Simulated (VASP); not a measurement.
# Cu (Fm-3m) in VASP: a series of runs

Runs on Cu. Level: PBE. Tasks: relaxation of cell and atoms, single point.

All numbers are computed with VASP 6.6.1; they aren't measurements. Logs are shortened: lines on timing, memory, paths and dates and some standing lists are left out, and cuts for length are marked.

### 1 The structure

The structure is cubic, space group Fm-3m (No. 225). The conventional cell has a = 3.615 Å, b = 3.615 Å, c = 3.615 Å, α = 90.00°, β = 90.00°, γ = 90.00°. Cu (site symmetry m-3m) is surrounded by 12 Cu at 2.56 Å.

### 2 Relaxation of cell and atoms, PBE

The input, INCAR:

```
PREC = Accurate ; ENCUT = 520
EDIFF = 1E-7 ; ISMEAR = 0
SIGMA = 0.1 ; LREAL = False
LASPH = True ; NELM = 80
ALGO = Fast ; ISIF = 3
LWAVE = False ; LCHARG = False
GGA = PE ; IBRION = 2
NSW = 80 ; EDIFFG = -0.002
```

The input, KPOINTS:

```
regular mesh
0
Gamma
  6 6 6
```

The input, POSCAR:

```
Cu
1.0
    0.0000000000      1.8075000000      1.8075000000
    1.8075000000      0.0000000000      1.8075000000
    1.8075000000      1.8075000000      0.0000000000
Cu
1
Direct
    0.0000000000      0.0000000000      0.0000000000
```

Potentials or basis: VASP PAW PBE potentials, release 64 (Cu).

Started as:

```bash
cat potpaw_PBE.64/Cu/POTCAR > POTCAR
mpirun -np 1 vasp_std > vasp.out
```

OUTCAR:

```text
PREC = Accurate
   ENCUT = 520
   EDIFF = 1E-7
   ISMEAR = 0
   LREAL = False
   LASPH = True
   NELM = 80
   ISIF = 3
   GGA = PE
   IBRION = 2
   NSW = 80
   EDIFFG = -0.002

 ion  position               nearest neighbor table
   1  0.000  0.000  0.000-

  LATTYP: Found a face centered cubic cell.
 ALAT       =     3.6150000000

  Lattice vectors:

 A1 = (   0.0000000000,   1.8075000000,   1.8075000000)
 A2 = (   1.8075000000,   0.0000000000,   1.8075000000)
 A3 = (   1.8075000000,   1.8075000000,   0.0000000000)

Analysis of symmetry for initial positions (statically):
=====================================================================
 Subroutine PRICEL returns:
 Original cell was already a primitive cell.

 Routine SETGRP: Setting up the symmetry group for a
 face centered cubic supercell.

 Subroutine GETGRP returns: Found 48 space group operations
 (whereof 48 operations were pure point group operations)
 out of a pool of 48 trial point group operations.

The static configuration has the point symmetry O_h .

Analysis of symmetry for dynamics (positions and initial velocities):
=====================================================================
 Subroutine PRICEL returns:
 Original cell was already a primitive cell.

 Routine SETGRP: Setting up the symmetry group for a
 face centered cubic supercell.

 Subroutine GETGRP returns: Found 48 space group operations
 (whereof 48 operations were pure point group operations)
 out of a pool of 48 trial point group operations.

The dynamic configuration has the point symmetry O_h .

 Subroutine INISYM returns: Found 48 space group operations
 (whereof 48 operations are pure point group operations),
 and found     1 'primitive' translations

----------------------------------------------------------------------------------------

                                     Primitive cell

  volume of cell :      11.8104

  direct lattice vectors                    reciprocal lattice vectors
     0.000000000  1.807500000  1.807500000    -0.276625173  0.276625173  0.276625173
     1.807500000  0.000000000  1.807500000     0.276625173 -0.276625173  0.276625173
     1.807500000  1.807500000  0.000000000     0.276625173  0.276625173 -0.276625173

  length of vectors
     2.556191014  2.556191014  2.556191014     0.479128854  0.479128854  0.479128854

  position of ions in fractional coordinates (direct lattice)
     0.000000000  0.000000000  0.000000000

  ion indices of the primitive-cell ions
   primitive index   ion index
                 1           1

----------------------------------------------------------------------------------------

 KPOINTS: regular mesh

Automatic generation of k-mesh.
 Grid dimensions read from file:
 generate k-points for:    6    6    6

 Generating k-lattice:

  Cartesian coordinates                     Fractional coordinates (reciprocal lattice)
    -0.046104195  0.046104195  0.046104195     0.166666667  0.000000000  0.000000000
     0.046104195 -0.046104195  0.046104195     0.000000000  0.166666667  0.000000000
     0.046104195  0.046104195 -0.046104195     0.000000000  0.000000000  0.166666667

  Length of vectors
     0.079854809  0.079854809  0.079854809

  Shift w.r.t. Gamma in fractional coordinates (k-lattice)
     0.000000000  0.000000000  0.000000000

 Subroutine IBZKPT returns following result:
 ===========================================

 Found     16 irreducible k-points:

 Following reciprocal coordinates:
            Coordinates               Weight
  0.000000  0.000000  0.000000      1.000000
  0.166667  0.000000  0.000000      8.000000
  0.333333  0.000000  0.000000      8.000000
  0.500000  0.000000  0.000000      4.000000
  0.166667  0.166667  0.000000      6.000000
  0.333333  0.166667  0.000000     24.000000
[... 8 lines left out ...]
 -0.333333  0.333333  0.166667     24.000000
 -0.333333  0.500000  0.166667     12.000000
   k-points           NKPTS =     16   k-points in BZ     NKDIM =     16   number of bands    NBANDS=      9
   number of dos      NEDOS =    301   number of ions     NIONS =      1
   total plane-waves  NPLWV =   8000
   dimension x,y,z NGX =    20 NGY =   20 NGZ =   20
   dimension x,y,z NGXF=    40 NGYF=   40 NGZF=   40
   ions per type =               1
   NGX,Y,Z   is equivalent  to a cutoff of  13.01, 13.01, 13.01 a.u.
   NGXF,Y,Z  is equivalent  to a cutoff of  26.01, 26.01, 26.01 a.u.
 SYSTEM =  unknown system
   PREC   = accura    normal or accurate (medium, high low for compatibility)
   ISTART =      0    job   : 0-new  1-cont  2-samecut
   ICHARG =      2    charge: 1-file 2-atom 10-const
   ISPIN  =      1    spin polarized calculation?
   LNONCOLLINEAR =      F non collinear calculations
   LSORBIT =      F    spin-orbit coupling
   LASPH  =      T    aspherical Exc in radial PAW
   ENCUT  =  520.0 eV  38.22 Ry    6.18 a.u.   4.75  4.75  4.75*2*pi/ulx,y,z
   NELM   =     80;   NELMIN=  2; NELMDL= -5     # of ELM steps
   EDIFF  = 0.1E-06   stopping-criterion for ELM
   LREAL  =      F    real-space projection
   EDIFFG = -.2E-02   stopping-criterion for IOM
   NSW    =     80    number of steps for IOM
   IBRION =      2    ionic relax: 0-MD 1-quasi-New 2-CG
   NFREE  =      1    steps in history (QN), initial steepest desc. (CG)
   ISIF   =      3    stress and relaxation
   ISYM   =      2    0-nonsym 1-usesym 2-fastsym
   POTIM  = 0.5000    time-step for ionic-motion
   TEBEG  =    0.0;   TEEND  =   0.0 temperature during run
   PSTRESS=    0.0 pullay stress
   NELECT =      11.0000    total number of electrons
   NUPDOWN=      -1.0000    fix difference up-down
   EMIN   =  10.00;   EMAX   =-10.00  energy-range for DOS
   EFERMI =   0.00;   METHOD = LEGACY
   ISMEAR =     0;   SIGMA  =   0.10  broadening in eV -4-tet -1-fermi 0-gaus
   EFERMI_NEDOS =   21; number of points for ismear=-14 and -15
   IALGO  =     68    algorithm
   IMIX   =      4    mixing-type and parameters
     AMIX     =   0.40;   BMIX     =  1.00
     AMIX_MAG =   1.60;   BMIX_MAG =  1.00
  volume/ion in A,a.u.               =      11.81        79.70
  Fermi-wavevector in a.u.,A,eV,Ry     =   1.598763  3.021224 34.777078  2.556043
  Thomas-Fermi vector in A             =   2.696162
   LORBIT       =      0    0 simple, 1 ext, 2 COOP (PROOUT), +10 PAW based schemes
   GGA     = PE    functional components
   LHFCALC =     F    Hartree Fock is set to
   AEXX    =    0.0000 exact exchange contribution
   IVDW    =     0    specifies the selected vdW correction
   LEPSILON=     F    determine dielectric tensor
   LRPA    =     F    only Hartree local field effects (RPA)
 conjugate gradient relaxation of ions
 non-spin polarized calculation
 RMM-DIIS sequential band-by-band and
 Gauss-broadening in eV      SIGMA  =   0.10
  energy-cutoff  :      520.00
  volume of cell :       11.81
 maximum number of plane-waves:       332
   NGX =  9   NGY =  9   NGZ =  9

--------------------------------------- Ionic step        1  -------------------------------------------

 number of electron      11.0000001 magnetization

 Free energy of the ion-electron system (eV)
  ---------------------------------------------------
  ext. energy  EPLUGINS =         0.00000000
  ---------------------------------------------------
  free energy    TOTEN  =        -3.66569930 eV

  energy without entropy =       -3.65974022  energy(sigma->0) =       -3.66271976

------------------------ aborting loop because EDIFF is reached ----------------------------------------

  FORCE on cell =-STRESS in cart. coord.  units (eV):
  Direction    XX          YY          ZZ          XY          YZ          ZX
  --------------------------------------------------------------------------------------
  -------------------------------------------------------------------------------------
  Total        0.2781335      0.2781335      0.2781335      0.0000000      0.0000000     -0.0000000
  in kB       37.7310558     37.7310558     37.7310558      0.0000000      0.0000000     -0.0000000
  external PRESSURE =      37.7310558 kB  Pullay stress =       0.0000000 kB

 VOLUME and BASIS-vectors are now :
 -----------------------------------------------------------------------------
  energy-cutoff  :      520.00
  volume of cell :       11.81
      direct lattice vectors                 reciprocal lattice vectors
     0.000000000  1.807500000  1.807500000    -0.276625173  0.276625173  0.276625173
     1.807500000  0.000000000  1.807500000     0.276625173 -0.276625173  0.276625173
     1.807500000  1.807500000  0.000000000     0.276625173  0.276625173 -0.276625173

 POSITION                                       TOTAL-FORCE (eV/Angst)
 -----------------------------------------------------------------------------------
      0.00000      0.00000      0.00000         0.000000      0.000000      0.000000
 -----------------------------------------------------------------------------------
    total drift:                                0.000000      0.000000      0.000000

  FREE ENERGIE OF THE ION-ELECTRON SYSTEM (eV)
  ---------------------------------------------------
  free  energy   TOTEN  =        -3.6656992976 eV

  energy  without entropy=       -3.6597402173  energy(sigma->0) =       -3.66271976
[... 225 lines left out ...]
 VOLUME and BASIS-vectors are now :
 -----------------------------------------------------------------------------
  energy-cutoff  :      520.00
  volume of cell :       12.09
      direct lattice vectors                 reciprocal lattice vectors
     0.000000000  1.821671286  1.821671286    -0.274473229  0.274473229  0.274473229
     1.821671286  0.000000000  1.821671286     0.274473229 -0.274473229  0.274473229
     1.821671286  1.821671286  0.000000000     0.274473229  0.274473229 -0.274473229

 POSITION                                       TOTAL-FORCE (eV/Angst)
 -----------------------------------------------------------------------------------
      0.00000      0.00000      0.00000         0.000000      0.000000      0.000000
 -----------------------------------------------------------------------------------
    total drift:                                0.000000      0.000000      0.000000

  FREE ENERGIE OF THE ION-ELECTRON SYSTEM (eV)
  ---------------------------------------------------
  free  energy   TOTEN  =        -3.6685973571 eV

  energy  without entropy=       -3.6626379556  energy(sigma->0) =       -3.66561766

--------------------------------------- Ionic step        9  -------------------------------------------

 number of electron      10.9999994 magnetization

 Free energy of the ion-electron system (eV)
  ---------------------------------------------------
  ext. energy  EPLUGINS =         0.00000000
  ---------------------------------------------------
  free energy    TOTEN  =        -3.66859735 eV

  energy without entropy =       -3.66263795  energy(sigma->0) =       -3.66561765

 E-fermi :   7.2268     XC(G=0): -12.5912

 val. band max:        7.2043018139   @ k =   0.5000   0.3333   0.1667
 cond. band min:       7.7639369549   @ k =   0.5000   0.1667   0.0000
 fundamental gap:      0.5596351411
 Fermi energy:         7.2268357032

 k-point     1 :       0.0000    0.0000    0.0000
  band No.  band energies     occupation
      1      -1.8756      2.00000
      2       4.3384      2.00000
      3       4.3384      2.00000
      4       4.3384      2.00000
      5       5.1307      2.00000
      6       5.1307      2.00000
      7      29.7060      0.00000
      8      32.1675      0.00000
      9      32.1675      0.00000

 k-point     2 :       0.1667    0.0000    0.0000
  band No.  band energies     occupation
      1      -0.9028      2.00000
      2       4.1712      2.00000
      3       4.4720      2.00000
      4       4.4720      2.00000
      5       5.1063      2.00000
      6       5.1063      2.00000
      7      23.7037      0.00000
      8      30.0930      0.00000
      9      30.5039      0.00000

 k-point     3 :       0.3333    0.0000    0.0000
  band No.  band energies     occupation
      1       1.4457      2.00000
      2       4.3467      2.00000
      3       4.4163      2.00000
      4       4.4163      2.00000
      5       5.4194      2.00000
      6       5.4194      2.00000
      7      15.7560      0.00000
      8      28.9045      0.00000
      9      29.2920      0.00000
[... 167 lines left out ...]
 VOLUME and BASIS-vectors are now :
 -----------------------------------------------------------------------------
  energy-cutoff  :      520.00
  volume of cell :       12.09
      direct lattice vectors                 reciprocal lattice vectors
     0.000000000  1.821671331  1.821671331    -0.274473222  0.274473222  0.274473222
     1.821671331  0.000000000  1.821671331     0.274473222 -0.274473222  0.274473222
     1.821671331  1.821671331  0.000000000     0.274473222  0.274473222 -0.274473222

 POSITION                                       TOTAL-FORCE (eV/Angst)
 -----------------------------------------------------------------------------------
      0.00000      0.00000      0.00000         0.000000      0.000000      0.000000
 -----------------------------------------------------------------------------------
    total drift:                                0.000000      0.000000      0.000000

  FREE ENERGIE OF THE ION-ELECTRON SYSTEM (eV)
  ---------------------------------------------------
  free  energy   TOTEN  =        -3.6685973504 eV

  energy  without entropy=       -3.6626379490  energy(sigma->0) =       -3.66561765

 reached required accuracy - stopping structural energy minimisation
```

It took 8 s on 1 thread of Intel Xeon 6975P-C (Granite Rapids), shared host; peak memory 0.12 GiB.

Results:

- Free energy: -3.6686 eV
- Relaxed volume: 12.09 Å³/atom
- Relaxed cell: a = 2.576 Å, b = 2.576 Å, c = 2.576 Å, α = 60.00°, β = 60.00°, γ = 60.00°
- Space group after relaxing (to 0.05 Å): Fm-3m (No. 225)
- Energy gained by relaxing: 2.9 meV/atom
- Ionic steps: 9
- Pressure after relaxing: 0.0 GPa
- Band gap on the k mesh: none (metal or under the smearing width)

Step by step:
```csv
step,energy change (eV),largest force (eV/Å),pressure (GPa),volume (Å³)
1,0.0000,0.0000,3.77,11.81
2,-0.0015,0.0000,-2.36,12.29
3,-0.0029,0.0000,0.18,12.08
4,-0.0029,0.0000,-0.06,12.10
5,-0.0029,0.0000,0.14,12.09
6,-0.0029,0.0000,-0.11,12.09
7,-0.0029,0.0000,0.31,12.09
8,-0.0029,0.0000,0.03,12.09
9,-0.0029,0.0000,0.00,12.09
```

Final structure:
```
CELL_PARAMETERS angstrom
0.00000 1.82167 1.82167
1.82167 0.00000 1.82167
1.82167 1.82167 0.00000
ATOMIC_POSITIONS crystal
Cu 0.00000 0.00000 0.00000
```

Levels at points of the mesh, in eV from the Fermi level:
```
           k point  band 4  band 5  band 6  band 7  band 8  band 9
(0.00, 0.00, 0.00)   -2.89   -2.10   -2.10   22.48   24.94   24.94
(0.50, 0.00, 0.00)   -1.55   -1.55   -0.86    3.71   20.98   21.78
(0.50, 0.50, 0.00)   -1.41   -1.41    1.59    7.02   12.97   12.97
```

Caveat: the k mesh is coarse (spacing up to 0.50 Å⁻¹), so the values aren't converged.

### 3 Relaxation of cell and atoms, PBE

This run uses another cell than the first one, of 12.09 Å³/atom, 1.024 times its volume.

INCAR is that of step 2.

KPOINTS is that of step 2.

The input, POSCAR:

```
Cu                                      
1.0
    0.0000000000      1.8216713311      1.8216713311
    1.8216713311      0.0000000000      1.8216713311
    1.8216713311      1.8216713311      0.0000000000
  Cu            
     1
Direct
     0.0000000000000000    0.0000000000000000    0.0000000000000000
```

Potentials or basis: VASP PAW PBE potentials, release 64 (Cu).

Started as:

```bash
cat potpaw_PBE.64/Cu/POTCAR > POTCAR
mpirun -np 1 vasp_std > vasp.out
```

Run time: 8 s. Hardware: 1 thread of Intel Xeon 6975P-C (Granite Rapids), shared host; peak memory 0.12 GiB.

Results (log left out):

```
Free energy                            : -3.6688 eV
Relaxed volume                         : 12.10 Å³/atom
Relaxed cell                           : a = 2.577 Å, b = 2.577 Å, c = 2.577 Å, α = 60.00°, β = 60.00°, γ = 60.00°
Space group after relaxing (to 0.05 Å) : Fm-3m (No. 225)
Energy gained by relaxing              : 0.0 meV/atom
Ionic steps                            : 9
Pressure after relaxing                : 0.0 GPa
Band gap on the k mesh                 : none (metal or under the smearing width)
```

Final structure:
```xyz
1
Lattice="0.0000 1.8220 1.8220 1.8220 0.0000 1.8220 1.8220 1.8220 0.0000" Properties=species:S:1:pos:R:3 pbc="T T T"
Cu    0.0000    0.0000    0.0000
```

Levels at points of the mesh, in eV from the Fermi level:
```csv
k point,band 2,band 3,band 4,band 5,band 6,band 7,band 8,band 9
"(0.00, 0.00, 0.00)",-2.89,-2.89,-2.89,-2.09,-2.09,22.47,24.93,24.93
"(0.50, 0.00, 0.00)",-2.92,-2.92,-1.55,-1.55,-0.86,3.71,20.98,21.77
"(0.50, 0.50, 0.00)",-4.23,-1.57,-1.41,-1.41,1.59,7.02,12.97,12.97
```

Caveat: the k mesh is coarse (spacing up to 0.50 Å⁻¹), so the values aren't converged.

### 4 Single point, PBE

This run uses another cell than the first one, of 12.10 Å³/atom, 1.024 times its volume.

The input, INCAR:

```
SYSTEM = Cu
PREC = Accurate ; ENCUT = 520
EDIFF = 1E-7 ; ISMEAR = 0
SIGMA = 0.1 ; LREAL = .False.
LASPH = .True. ; NELM = 80
ALGO = Fast ; ISIF = 2
LWAVE = .False. ; LCHARG = .False.
GGA = PE ; NBANDS = 12
```

The input, KPOINTS:

```
Automatic mesh
0
Gamma
  6 6 6
  0 0 0
```

The input, POSCAR:

```
Cu                                      
1.0
    0.0000000000      1.8220074841      1.8220074841
    1.8220074841      0.0000000000      1.8220074841
    1.8220074841      1.8220074841     -0.0000000000
  Cu            
     1
Direct
     0.0000000000000000    0.0000000000000000    0.0000000000000000
```

Started as:

```bash
cat potpaw_PBE.64/Cu/POTCAR > POTCAR
mpirun -np 1 vasp_std > vasp.out
```

Run time: 2.5 s. Hardware: 1 thread of Intel Xeon 6975P-C (Granite Rapids), shared host; peak memory 0.12 GiB.

It converged, with:

| Quantity | Value |
| --- | --- |
| Free energy | -3.6688 eV |
| Pressure | 0.0 GPa |
| Band gap on the k mesh | none (metal or under the smearing width) |

Levels at points of the mesh, in eV from the Fermi level:
```tsv
k point	band 3	band 4	band 5	band 6	band 7	band 8	band 9	band 10
(0.00, 0.00, 0.00)	-2.89	-2.89	-2.09	-2.09	22.47	24.93	24.93	24.93
(0.50, 0.00, 0.00)	-2.92	-1.55	-1.55	-0.86	3.71	20.98	21.77	21.77
(0.50, 0.50, 0.00)	-1.57	-1.41	-1.41	1.59	7.02	12.97	12.97	17.40
```

Caveat: the k mesh is coarse (spacing up to 0.50 Å⁻¹), so the values aren't converged.

[end of part 1 of 2]
